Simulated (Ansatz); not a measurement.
**Band table of Mg**

```
Mg
1.0
     3.20927    0.00000    0.00000
    -1.60464    2.77931    0.00000
     0.00000    0.00000    5.21033
Mg
2
Direct
  0.33333 0.66667 0.25000
  0.66667 0.33333 0.75000
```

Atom numbers follow the list: Mg1, Mg2.

The cell is COD entry 9008506, as deposited and not checked against the literature; nothing was relaxed.

Computed with DFT, PBE, all-electron LAPW, scalar-relativistic in Ansatz 0.2.0.

Numerical set-up: a Γ-centred 12×12×7 k mesh, Fermi–Dirac smearing of 0.08 eV, basis error target 0.5 meV/atom, no spin polarisation.

Path points, in fractions of the reciprocal vectors: Γ (0.000, 0.000, 0.000), M (0.500, 0.000, 0.000), K (0.333, 0.333, 0.000), A (0.000, 0.000, 0.500), L (0.500, 0.000, 0.500), H (0.333, 0.333, 0.500). Levels in eV from the Fermi level; bands 9 to 12, counted from the lowest band of the run. The gap is zero.

```
# k(1/Å) point b9 b10 b11 b12
0.000 Γ -6.84 -1.62 -1.20 10.91
0.081 - -6.82 -1.60 -1.18 10.07
0.161 - -6.74 -1.53 -1.11 9.00
0.242 - -6.62 -1.41 -0.99 7.91
0.323 - -6.44 -1.26 -0.82 6.83
0.404 - -6.22 -1.05 -0.60 5.78
0.484 - -5.95 -0.80 -0.35 4.77
0.565 - -5.62 -0.50 -0.05 3.81
0.646 - -5.26 -0.16 0.27 2.91
0.727 - -4.84 0.23 0.56 2.11
0.807 - -4.38 0.56 0.66 1.70
0.888 - -3.87 0.01 1.14 1.91
0.969 - -3.31 -0.70 1.66 2.36
1.050 - -2.72 -1.40 2.22 2.87
1.130 M -2.08 -2.08 2.68 3.05
1.177 - -2.07 -2.07 2.69 3.06
1.224 - -2.05 -2.05 2.71 3.08
1.270 - -2.01 -2.01 2.75 3.12
1.317 - -1.95 -1.95 2.80 3.18
1.363 - -1.88 -1.88 2.87 3.25
1.410 - -1.80 -1.79 2.94 2.95
1.457 - -1.70 -1.69 2.56 3.05
1.503 - -1.58 -1.57 2.13 3.16
1.550 - -1.45 -1.44 1.69 3.28
1.596 - -1.30 -1.29 1.23 3.43
1.643 - -1.14 -1.13 0.77 3.58
1.690 - -0.96 -0.95 0.32 3.75
1.736 - -0.77 -0.76 -0.12 3.94
1.783 K -0.56 -0.55 -0.55 4.14
1.876 - -1.39 -0.10 -0.09 3.49
1.969 - -2.17 0.38 0.43 2.75
2.063 - -2.90 0.84 1.02 2.06
2.156 - -3.57 1.15 1.42 1.67
2.249 - -4.18 0.84 1.06 2.37
2.342 - -4.73 0.32 0.71 3.14
2.436 - -5.22 -0.13 0.31 3.97
2.529 - -5.65 -0.53 -0.07 4.86
2.622 - -6.01 -0.86 -0.41 5.80
2.715 - -6.31 -1.13 -0.69 6.80
2.808 - -6.54 -1.35 -0.91 7.84
2.902 - -6.71 -1.50 -1.07 8.92
2.995 - -6.81 -1.59 -1.17 10.01
3.088 Γ -6.84 -1.62 -1.20 10.91
3.131 - -6.83 -1.84 -0.97 10.91
3.174 - -6.81 -2.17 -0.60 10.93
3.217 - -6.78 -2.51 -0.20 10.96
3.260 - -6.73 -2.84 0.21 10.64
3.304 - -6.66 -3.16 0.64 10.11
3.347 - -6.58 -3.46 1.08 9.55
3.390 - -6.49 -3.76 1.54 8.98
3.433 - -6.39 -4.04 2.00 8.40
3.476 - -6.27 -4.31 2.48 7.83
3.519 - -6.13 -4.57 2.97 7.25
3.562 - -5.98 -4.81 3.47 6.69
3.605 - -5.82 -5.04 3.98 6.13
3.648 - -5.65 -5.25 4.50 5.58
3.691 A -5.46 -5.46 5.03 5.03
3.772 - -5.43 -5.43 5.05 5.05
3.853 - -5.36 -5.36 5.11 5.11
3.933 - -5.24 -5.24 5.21 5.21
4.014 - -5.06 -5.06 5.34 5.34
4.095 - -4.84 -4.84 5.46 5.46
4.176 - -4.58 -4.58 5.42 5.42
4.256 - -4.26 -4.26 4.81 4.81
4.337 - -3.90 -3.90 3.96 3.96
4.418 - -3.49 -3.49 3.10 3.10
4.499 - -3.03 -3.03 2.27 2.27
4.579 - -2.53 -2.53 1.47 1.47
4.660 - -2.00 -2.00 0.72 0.72
4.741 - -1.44 -1.44 0.03 0.03
4.821 L -1.04 -1.04 -0.41 -0.41
4.868 - -1.04 -1.04 -0.40 -0.40
4.915 - -1.01 -1.01 -0.38 -0.38
4.961 - -0.98 -0.98 -0.34 -0.34
5.008 - -0.92 -0.92 -0.28 -0.28
5.055 - -0.86 -0.86 -0.21 -0.21
5.101 - -0.78 -0.78 -0.12 -0.12
5.148 - -0.68 -0.68 -0.02 -0.02
5.194 - -0.57 -0.57 0.09 0.09
5.241 - -0.44 -0.44 0.22 0.22
5.288 - -0.30 -0.30 0.36 0.36
5.334 - -0.15 -0.15 0.50 0.50
5.381 - 0.01 0.01 0.63 0.63
5.427 - 0.16 0.16 0.72 0.72
5.474 H 0.24 0.24 0.72 0.72
5.567 - -0.19 -0.19 0.97 0.97
5.661 - -0.89 -0.89 1.46 1.46
5.754 - -1.59 -1.59 2.03 2.03
5.847 - -2.24 -2.24 2.66 2.66
5.940 - -2.84 -2.84 3.36 3.36
6.033 - -3.38 -3.38 4.13 4.13
6.127 - -3.86 -3.86 4.95 4.95
6.220 - -4.28 -4.28 5.64 5.64
6.313 - -4.64 -4.64 5.59 5.59
6.406 - -4.93 -4.93 5.43 5.43
6.500 - -5.16 -5.16 5.27 5.27
6.593 - -5.33 -5.33 5.14 5.14
6.686 - -5.42 -5.42 5.06 5.06
6.779 A -5.46 -5.46 5.03 5.03
```
